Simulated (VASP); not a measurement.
# NaH (Fm-3m) in VASP: notebook, part 2 of 2

VASP 6.6.1. The steps go on from the part before.

### Step 3. Single point, PBE

INCAR reads:

```
SYSTEM = NaH
PREC = Normal
ENCUT = 450
EDIFF = 1E-6
ISMEAR = 0
SIGMA = 0.05
LREAL = .False.
LASPH = .True.
NELM = 100
ALGO = Normal
ISIF = 2
LWAVE = .False.
LCHARG = .False.
GGA = PE
NBANDS = 11
ADDGRID = .False.
```

KPOINTS reads:

```
Automatic mesh
0
Gamma
  5 5 5
  0 0 0
```

POSCAR reads:

```
NaH
1.0
    0.0000000000      2.4400000000      2.4400000000
    2.4400000000      0.0000000000      2.4400000000
    2.4400000000      2.4400000000      0.0000000000
Na H
1 1
Direct
    0.0000000000      0.0000000000      0.0000000000
    0.5000000000      0.5000000000      0.5000000000
```

Potentials or basis: VASP PAW PBE potentials, release 64 (Na_pv, H).

Started as:

```
$ cat potpaw_PBE.64/Na_pv/POTCAR potpaw_PBE.64/H/POTCAR > POTCAR
$ mpirun -np 1 vasp_std > vasp.out
```

OUTCAR:

```text
SYSTEM = NaH
   PREC = Normal
   ENCUT = 450
   EDIFF = 1E-6
   ISMEAR = 0
   LREAL = .False.
   LASPH = .True.
   NELM = 100
   ISIF = 2
   GGA = PE

 Found     10 irreducible k-points:

 Following reciprocal coordinates:
            Coordinates               Weight
  0.000000  0.000000  0.000000      1.000000
  0.200000  0.000000  0.000000      8.000000
  0.400000  0.000000  0.000000      8.000000
  0.200000  0.200000  0.000000      6.000000
  0.400000  0.200000  0.000000     24.000000
 -0.400000  0.200000  0.000000     24.000000
   k-points           NKPTS =     10   k-points in BZ     NKDIM =     10   number of bands    NBANDS=     11
   number of dos      NEDOS =    301   number of ions     NIONS =      2
   total plane-waves  NPLWV =   5832
   dimension x,y,z NGX =    18 NGY =   18 NGZ =   18
   dimension x,y,z NGXF=    36 NGYF=   36 NGZF=   36
   ions per type =               1   1
   NGX,Y,Z   is equivalent  to a cutoff of   8.67,  8.67,  8.67 a.u.
   NGXF,Y,Z  is equivalent  to a cutoff of  17.34, 17.34, 17.34 a.u.
 SYSTEM =  NaH
   PREC   = normal    normal or accurate (medium, high low for compatibility)
   ISTART =      0    job   : 0-new  1-cont  2-samecut
   ICHARG =      2    charge: 1-file 2-atom 10-const
   ISPIN  =      1    spin polarized calculation?
   LNONCOLLINEAR =      F non collinear calculations
   LSORBIT =      F    spin-orbit coupling
   LASPH  =      T    aspherical Exc in radial PAW
   ENCUT  =  450.0 eV  33.07 Ry    5.75 a.u.   5.97  5.97  5.97*2*pi/ulx,y,z
   NELM   =    100;   NELMIN=  2; NELMDL= -5     # of ELM steps
   EDIFF  = 0.1E-05   stopping-criterion for ELM
   LREAL  =      F    real-space projection
   EDIFFG = 0.1E-04   stopping-criterion for IOM
   NSW    =      0    number of steps for IOM
   IBRION =     -1    ionic relax: 0-MD 1-quasi-New 2-CG
   NFREE  =      0    steps in history (QN), initial steepest desc. (CG)
   ISIF   =      2    stress and relaxation
   ISYM   =      2    0-nonsym 1-usesym 2-fastsym
   POTIM  = 0.5000    time-step for ionic-motion
   TEBEG  =    0.0;   TEEND  =   0.0 temperature during run
   PSTRESS=    0.0 pullay stress
   NELECT =       8.0000    total number of electrons
   NUPDOWN=      -1.0000    fix difference up-down
   EMIN   =  10.00;   EMAX   =-10.00  energy-range for DOS
   EFERMI =   0.00;   METHOD = LEGACY
   ISMEAR =     0;   SIGMA  =   0.05  broadening in eV -4-tet -1-fermi 0-gaus
   EFERMI_NEDOS =   21; number of points for ismear=-14 and -15
   IALGO  =     38    algorithm
[... 17 lines left out ...]
 maximum number of plane-waves:       639
   NGX = 11   NGY = 11   NGZ = 11

 number of electron       7.9999920 magnetization

 Free energy of the ion-electron system (eV)
  ---------------------------------------------------
  ext. energy  EPLUGINS =         0.00000000
  ---------------------------------------------------
  free energy    TOTEN  =        -5.08502831 eV

  energy without entropy =       -5.08502831  energy(sigma->0) =       -5.08502831

 E-fermi :  -1.0781     XC(G=0):  -7.6731

 val. band max:       -1.3030883938   @ k =  -0.4000   0.4000   0.0000
 cond. band min:       3.2364098332   @ k =   0.4000   0.0000   0.0000
 fundamental gap:      4.5394982270
 Fermi energy:        -1.0780660349

 k-point     1 :       0.0000    0.0000    0.0000
  band No.  band energies     occupation
      1     -23.3593      2.00000
      2     -23.3593      2.00000
      3     -23.3593      2.00000
      4      -4.7406      2.00000
      5       8.9598      0.00000
      6      14.1786      0.00000
      7      14.1786      0.00000
      8      14.1786      0.00000
      9      14.9680      0.00000
     10      14.9681      0.00000
     11      14.9681      0.00000
[... 57 lines left out ...]
 k-point     6 :      -0.4000    0.2000    0.0000
  band No.  band energies     occupation
      1     -23.4317      2.00000
      2     -23.3898      2.00000
      3     -23.3737      2.00000
      4      -1.7754      2.00000
      5       3.2501      0.00000
      6       6.5639      0.00000
      7      10.9600      0.00000
      8      11.7102      0.00000
      9      15.9803      0.00000
     10      17.0943      0.00000
     11      20.0660      0.00000

 [... further k-points ...]

------------------------ aborting loop because EDIFF is reached ----------------------------------------

  FORCE on cell =-STRESS in cart. coord.  units (eV):
  Direction    XX          YY          ZZ          XY          YZ          ZX
  --------------------------------------------------------------------------------------
  -------------------------------------------------------------------------------------
  Total       -0.1616593     -0.1616593     -0.1616593     -0.0000000      0.0000000      0.0000000
  in kB       -8.9148043     -8.9148043     -8.9148043     -0.0000000      0.0000000      0.0000000
  external PRESSURE =      -8.9148043 kB  Pullay stress =       0.0000000 kB

 VOLUME and BASIS-vectors are now :
 -----------------------------------------------------------------------------
  energy-cutoff  :      450.00
  volume of cell :       29.05
      direct lattice vectors                 reciprocal lattice vectors
     0.000000000  2.440000000  2.440000000    -0.204918033  0.204918033  0.204918033
     2.440000000  0.000000000  2.440000000     0.204918033 -0.204918033  0.204918033
     2.440000000  2.440000000  0.000000000     0.204918033  0.204918033 -0.204918033

 POSITION                                       TOTAL-FORCE (eV/Angst)
 -----------------------------------------------------------------------------------
      0.00000      0.00000      0.00000         0.000000      0.000000      0.000000
      2.44000      2.44000      2.44000         0.000000      0.000000      0.000000
 -----------------------------------------------------------------------------------
    total drift:                               -0.000000      0.000000      0.000000

  FREE ENERGIE OF THE ION-ELECTRON SYSTEM (eV)
  ---------------------------------------------------
  free  energy   TOTEN  =        -5.0850283059 eV

  energy  without entropy=       -5.0850283059  energy(sigma->0) =       -5.08502831
```

OSZICAR:

```text
N       E                     dE             d eps       ncg     rms          rms(c)
DAV:   1     0.356688825031E+02    0.35669E+02   -0.42689E+03   220   0.695E+02
DAV:   2    -0.432824429944E+01   -0.39997E+02   -0.39562E+02   226   0.180E+02
DAV:   3    -0.550043835614E+01   -0.11722E+01   -0.11709E+01   267   0.306E+01
DAV:   4    -0.550882933298E+01   -0.83910E-02   -0.83900E-02   269   0.265E+00
DAV:   5    -0.550892652568E+01   -0.97193E-04   -0.97192E-04   261   0.281E-01    0.316E+00
DAV:   6    -0.517028558025E+01    0.33864E+00   -0.33872E-01   258   0.271E+00    0.146E+00
DAV:   7    -0.508020444976E+01    0.90081E-01   -0.32600E-01   247   0.209E+00    0.356E-01
DAV:   8    -0.508509790301E+01   -0.48935E-02   -0.10346E-02   247   0.937E-01    0.679E-02
DAV:   9    -0.508503177242E+01    0.66131E-04   -0.11432E-03   275   0.349E-01    0.221E-02
DAV:  10    -0.508502436826E+01    0.74042E-05   -0.61431E-05   249   0.491E-02    0.422E-03
DAV:  11    -0.508502806016E+01   -0.36919E-05   -0.61651E-06   241   0.109E-02    0.318E-03
DAV:  12    -0.508502830586E+01   -0.24570E-06   -0.23277E-07   173   0.323E-03
   1 F= -.50850283E+01 E0= -.50850283E+01  d E =-.432967E-11
```

stdout:

```text
POSCAR found type information on POSCAR NaH
 POSCAR found :  2 types and       2 ions
 scaLAPACK will be used
 LDA part: xc-table for (Slater+PW92), standard interpolation
 POSCAR, INCAR and KPOINTS ok, starting setup
 FFT: planning ... GRIDC
 FFT: planning ... GRID_SOFT
 FFT: planning ... GRID
 WAVECAR not read
 entering main loop
```

Run time: 2 s. Hardware: 1 thread of Intel Xeon Platinum 8259CL at 2.50GHz (Skylake/Cascade Lake), shared host; peak memory 0.11 GiB.

These settings aren't checked as converged: the numbers below hold their error.

What came out:

| Quantity | Value |
| --- | --- |
| Free energy | -5.0850 eV |
| Pressure | -0.9 GPa |
| Band gap on the k mesh | 4.54 eV, indirect (least direct gap 5.03 eV) |

Caveat: the k mesh is coarse (spacing up to 0.45 Å⁻¹), so the values aren't converged; an odd mesh through Γ misses points on the zone boundary, where band edges often lie.

### Step 4. Single point, PBE

INCAR is that of step 3.

KPOINTS is that of step 3.

POSCAR reads:

```
NaH
1.0
    0.0000000000      2.4400000000      2.4400000000
    2.4400000000      0.0000000000      2.4400000000
    2.4400000000      2.4400000000      0.0000000000
Na H
1 1
Direct
   -0.0187210000      0.0228060000      0.0160610000
    0.4668300000      0.5164870000      0.5214060000
```

Started as:

```
$ cat potpaw_PBE.64/Na_pv/POTCAR potpaw_PBE.64/H/POTCAR > POTCAR
$ mpirun -np 1 vasp_std > vasp.out
```

Wall time 6.3 s (1 thread of Intel Xeon Platinum 8259CL at 2.50GHz (Skylake/Cascade Lake), shared host); peak memory 0.12 GiB.

These settings aren't checked as converged: the numbers below hold their error.

What came out:

- Free energy: -5.0840 eV
- Pressure: -0.9 GPa
- Largest force: 0.043 eV/Å
- Band gap on the k mesh: 4.54 eV, indirect (least direct gap 5.02 eV)

Caveat: the k mesh is coarse (spacing up to 0.45 Å⁻¹), so the values aren't converged; an odd mesh through Γ misses points on the zone boundary, where band edges often lie.

### Step 5. Single point, PBE

Changes to INCAR since step 4:

```diff
@@ -1,3 +1,3 @@
 SYSTEM = NaH
-PREC = Normal
+PREC = Accurate
 ENCUT = 450
@@ -6,3 +6,3 @@
 SIGMA = 0.05
-LREAL = .False.
+LREAL = Auto
 LASPH = .True.
```

KPOINTS is that of step 4.

POSCAR reads:

```
NaH
1.0
    0.0000000000      2.4400000000      2.4400000000
    2.4400000000      0.0000000000      2.4400000000
    2.4400000000      2.4400000000      0.0000000000
Na H
1 1
Direct
    0.0000000000      0.0000000000      0.0000000000
    0.5000000000      0.5000000000      0.5000000000
```

Started as:

```
$ cat potpaw_PBE.64/Na_pv/POTCAR potpaw_PBE.64/H/POTCAR > POTCAR
$ mpirun -np 1 vasp_std > vasp.out
```

Wall time 3.6 s (1 thread of Intel Xeon Platinum 8259CL at 2.50GHz (Skylake/Cascade Lake), shared host); peak memory 0.12 GiB.

The run converged, but some of its settings lie outside the range that counts as converged, so its numbers aren't taken as properties of the crystal.

What came out:

```
Free energy            : -5.0852 eV
Pressure               : -0.9 GPa
Band gap on the k mesh : 4.54 eV, indirect (least direct gap 5.03 eV)
```

Caveat: the k mesh is coarse (spacing up to 0.45 Å⁻¹), so the values aren't converged; an odd mesh through Γ misses points on the zone boundary, where band edges often lie.

### Step 6. The reference run

An earlier run on the cell as given: functional PBE; potentials or basis VASP PAW PBE potentials, release 64 (Na_pv, H); cutoff 520 eV; k mesh 9 × 9 × 9; occupations fermi-dirac, width 0.05 eV; no spin polarisation.

* Pressure: -0.7 GPa
* Band gap on the k mesh: 4.01 eV, indirect (least direct gap 4.70 eV)
